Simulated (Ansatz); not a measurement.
# Bismuth, hcp under revPBE: structure, energy and stiffness

What does revPBE give for bismuth in the hcp structure? We relax it, solve it on a dense k-mesh, then scale the cell to 7 volumes from 88 to 112 % of the relaxed one and try a fit of the equation of state. Spin polarisation is left out. The k-meshes are 10×10×6 for the relaxation; 17×17×9 for the dense run; 12×12×6 for the volumes.

Program: Ansatz 0.2.0. Level of theory: DFT revPBE, plane waves (420 eV) with PAW, scalar-relativistic; the PAW data stem from PBE, with regenerated cores. These are calculated values, not measurements.

### 1 Starting point

It takes space group P6_3/mmc (No. 194, hexagonal). The conventional cell has a = 3.558 Å, b = 3.558 Å, c = 5.810 Å, α = 90.00°, β = 90.00°, γ = 120.00°. Bi (site symmetry -6m2) is surrounded by 12 Bi at 3.56 Å.

As a file:

```cif
data_structure
_symmetry_space_group_name_H-M 'P6_3/mmc'
_symmetry_Int_Tables_number 194
_cell_length_a 3.5580
_cell_length_b 3.5580
_cell_length_c 5.8102
_cell_angle_alpha 90.000
_cell_angle_beta 90.000
_cell_angle_gamma 120.000
_cell_volume 63.70
loop_
_atom_site_label
_atom_site_type_symbol
_atom_site_symmetry_multiplicity
_atom_site_Wyckoff_symbol
_atom_site_fract_x
_atom_site_fract_y
_atom_site_fract_z
_atom_site_occupancy
Bi1 Bi 2 c 0.33333 0.66667 0.25000 1
```

### 2 Relaxing cell and atoms

Input file input.yaml:

```yaml
crystal:
  lattice:
    - [3.5579831475, 0.0, 0.0]
    - [-1.7789915738, 3.081303792, 0.0]
    - [0.0, 0.0, 5.8101864799]
  atoms:
    - { symbol: Bi, position: [0.3333333333, 0.6666666667, 0.25] }
    - { symbol: Bi, position: [0.6666666667, 0.3333333333, 0.75] }
hamiltonian:
  xc: revpbe
  pseudopotentials:
    kind: paw
    azcp:
      Bi: "pseudopotentials/Bi.paw.azcp"
basis:
  ecutwfc: 420
  fft_grid_basis: typed
kpoints:
  mp_grid: { grid: [10, 10, 6], shift: [0, 0, 0] }
magnetization:
  spin_polarized: false
scf:
  occupations: { method: fermi_dirac, width: 0.1 }
relax:
  max_steps: 60
  f_tol: 0.01
  cell: {}
```

Launch:

```sh
$ ansatz run input.yaml --threads 2 --pin off --max-ram 5120MiB --backend cpu --events-out ev --progress --plain --runs-dir out
```

After this run come: Dense single point; The cell scaled to 88 % of its volume; The cell scaled to 92 % of its volume; The cell scaled to 96 % of its volume; The cell scaled to 100 % of its volume; The cell scaled to 104 % of its volume; The cell scaled to 108 % of its volume; The cell scaled to 112 % of its volume.

**Question.** What will these runs give? Wanted: space group; conventional cell; volume; shortest distance; gap on the mesh; relative to A7 rhombohedral; V₀, B₀, B₀′.

**Answer**, as computed:

| quantity | value |
| --- | --- |
| space group (spins left aside) | P6_3/mmc (No. 194) |
| conventional cell | a = 3.565 Å, c = 5.865 Å (c/a = 1.645) |
| volume | 32.268 Å³/atom |
| shortest distance | 3.565 Å |
| gap on the mesh | none (levels filled in part) |
| relative to A7 rhombohedral | +157 meV/atom |
| V₀, B₀, B₀′ | 32.158 Å³/atom, 50 GPa, 4.6 |

What this shows: From the guessed start the volume grew by 1.3 % in 4 steps. Against the reference form of bismuth (A7 rhombohedral, computed apart with the same settings) it stands 157 meV/atom higher. Levels at the Fermi energy are filled in part, as in a metal. The fitted modulus is 50 GPa; letting shape and positions relax at each volume could only lower it. Relaxation kept the symmetry; phonons were not checked.
